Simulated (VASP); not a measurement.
# Al₃Au: intraband terms of a metal's spectrum

Al₃Au, I4/mmm (no. 139), 4 atoms in the cell. PBE, independent-particle dielectric function; PAW potentials Au, Al (PBE set).

## Input

INCAR.step1:
```
SYSTEM = Al3Au
EDIFF = 1E-7
ENCUT = 280
ISMEAR = 1
KPAR = 4
LASPH = .TRUE.
LCHARG = .TRUE.
LMAXMIX = 4
LWAVE = .FALSE.
PREC = Accurate
SIGMA = 0.1
```

INCAR.step2:
```
SYSTEM = Al3Au
CSHIFT = 0.1
EDIFF = 1E-6
ENCUT = 280
ICHARG = 11
ISMEAR = 0
KPAR = 4
LASPH = .TRUE.
LCHARG = .FALSE.
LMAXMIX = 4
LWAVE = .TRUE.
NBANDS = 36
NEDOS = 3000
OMEGAMAX = 30
PREC = Accurate
SIGMA = 0.3
```

INCAR.step3, as INCAR.step2 but for:
```
- LWAVE = .TRUE.
+ ALGO = None
+ ISTART = 1
+ LOPTICS = .TRUE.
+ LWAVE = .FALSE.
+ NELM = 1
```

INCAR.step4, as INCAR.step3 but for:
```
+ WPLASMAI = 0.03
```

INCAR.step5 to INCAR.step6 change the same tag again: WPLASMAI = 0.1, 0.3.

INCAR.step7, as INCAR.step6 but for:
```
- WPLASMAI = 0.3
+ RTIME = 5
```

INCAR.step8, as INCAR.step7 but for:
```
- RTIME = 5
+ RTIME = 1
```

INCAR.step9, as INCAR.step8 but for:
```
- RTIME = 1
+ LNABLA = .TRUE.
```

INCAR.step10, as INCAR.step9 but for:
```
- ISMEAR = 0
- LNABLA = .TRUE.
+ ISMEAR = -5
```

KPOINTS.step1:
```
k-points
0
Gamma
  9 9 9
```

KPOINTS.step2:
```
k-points
0
Gamma
  8 8 8
```

POSCAR:
```
Al3Au
1.0
   -2.0253330000      2.0253330000      4.0566000000
    2.0253330000     -2.0253330000      4.0566000000
    2.0253330000      2.0253330000     -4.0566000000
Au Al
1 3
Direct
    0.0000000000      0.0000000000      0.0000000000
    0.5000000000      0.5000000000      0.0000000000
    0.2500000000      0.7500000000      0.5000000000
    0.7500000000      0.2500000000      0.5000000000
```

Commands (each step's output is kept before the next begins):
```
cat potpaw_PBE.64/Au/POTCAR potpaw_PBE.64/Al/POTCAR > POTCAR
cp INCAR.step1 INCAR
cp KPOINTS.step1 KPOINTS
mpirun -np 4 vasp_std > vasp.out
cp INCAR.step2 INCAR
cp KPOINTS.step2 KPOINTS
mpirun -np 4 vasp_std > vasp.out
cp INCAR.step3 INCAR
mpirun -np 4 vasp_std > vasp.out
cp INCAR.step4 INCAR
mpirun -np 4 vasp_std > vasp.out
cp INCAR.step5 INCAR
mpirun -np 4 vasp_std > vasp.out
cp INCAR.step6 INCAR
mpirun -np 4 vasp_std > vasp.out
cp INCAR.step7 INCAR
mpirun -np 4 vasp_std > vasp.out
cp INCAR.step8 INCAR
mpirun -np 4 vasp_std > vasp.out
cp INCAR.step9 INCAR
mpirun -np 4 vasp_std > vasp.out
cp INCAR.step10 INCAR
mpirun -np 4 vasp_std > vasp.out
```

## Result

- Bands: 36

One ground state, settings moved in the last step alone:

| Settings | Plasma frequency (eV) | Im ε at 0.5 eV | Im ε at 1 eV | Im ε at 2 eV | Im ε at 4 eV | Time (s) |
|---|---|---|---|---|---|---|
| interband part alone | 9.60 | 53.5 | 50.5 | 25.7 | 4.2 | 13 |
| Drude term, WPLASMAI 0.03 | 9.60 | 75.5 | 53.2 | 26.1 | 4.3 | 10 |
| Drude term, WPLASMAI 0.1 | 9.60 | 124.3 | 59.6 | 26.9 | 4.4 | 12 |
| Drude term, WPLASMAI 0.3 | 9.60 | 216.0 | 75.8 | 29.1 | 4.6 | 11 |
| relaxation time RTIME 5 fs | 9.60 | 144.2 | 62.4 | 27.2 | 4.4 | 12 |
| relaxation time RTIME 1 fs | 9.60 | 230.9 | 92.7 | 32.6 | 5.1 | 12 |
| transversal form (LNABLA) | 10.12 | 58.5 | 56.0 | 28.3 | 4.5 | 10 |
| tetrahedron method | – | – | – | – | – | no result |

Limits: Spin-orbit coupling is left out, which can matter with atoms this heavy.

VASP 6.6.1 took 121 s on 4 cores (AMD EPYC 7R43 (Zen 3)), a shared host.
